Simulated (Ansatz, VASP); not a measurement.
# Hg in VASP and in Ansatz

The input INCAR:

```
SYSTEM = Hg
ALGO = Normal ; EDIFF = 1E-6
EDIFFG = -0.005 ; ENCUT = 600
GGA = PS ; IBRION = 2
ISIF = 3 ; ISMEAR = 0
LASPH = .TRUE. ; LCHARG = .FALSE.
LREAL = .FALSE. ; LWAVE = .FALSE.
NELM = 100 ; NSW = 100
PREC = Accurate ; SIGMA = 0.1
```

Contents of KPOINTS:

```
k-points
0
G
  16 16 16
  0 0 0
```

The input POSCAR:

```
Hg
1.0
   -2.9297541400      2.9297541400      1.5725525500
    2.9297541400     -2.9297541400      1.5725525500
    2.9297541400      2.9297541400     -1.5725525500
Hg
2
Direct
    0.7500000000      0.2500000000      0.5000000000
    0.0000000000      0.0000000000      0.0000000000
```

Input for Ansatz:

```yaml
crystal:
  lattice:
    - [-2.92975414, 2.92975414, 1.57255255]
    - [2.92975414, -2.92975414, 1.57255255]
    - [2.92975414, 2.92975414, -1.57255255]
  atoms:
    - { symbol: Hg, position: [0.75, 0.25, 0.5] }
    - { symbol: Hg, position: [0.0, 0.0, 0.0] }
basis:
  ecutwfc: 420
kpoints:
  mp_grid: { grid: [16, 16, 16] }
hamiltonian:
  xc: pbesol
scf:
  occupations: { method: gaussian, width: 0.1 }
output:
  forces: true
  stress: true
  eigenvalues: true
relax:
  adjacent_minimum: "off"
  f_tol: 0.005
  max_steps: 80
  cell: { stress_tol: 0.05 }
```

Alike in both runs: task relaxation of cell and atoms; functional PBEsol; k mesh 16 × 16 × 16; occupations gaussian, width 0.1 eV; no spin polarisation.

|  | VASP | Ansatz |
| --- | --- | --- |
| version | VASP 6.6.1 | Ansatz 0.2.0 |
| potentials or method | VASP PAW PBE potentials, release 64 (Hg) | scalar-relativistic, plane waves, PAW |
| plane-wave cutoff (eV) | 600 | 420 |
| valence electrons in the cell | 24 | 40 |

VASP gave:

- gap on the k mesh at the Fermi level, each at its own relaxed structure (eV): none
- relaxed volume (Å³/atom): 25.19
- relaxed cell length with the largest relative difference (Å): 4.347
- energy change over the relaxation (meV/atom): -14

What did Ansatz give for the same quantities?

gap on the k mesh at the Fermi level, each at its own relaxed structure (eV): none; relaxed volume (Å³/atom): 24.89; relaxed cell length with the largest relative difference (Å): 4.330; energy change over the relaxation (meV/atom): -18.

A gap of «none» marks a metal or a gap that the smearing closes. The two sets of potentials don't hold the same shells in valence.

Caveats: the PAW data sets were made with another functional, which shifts forces and pressure a little (VASP). The runs have no spin-orbit coupling, so splittings on Hg are missing.
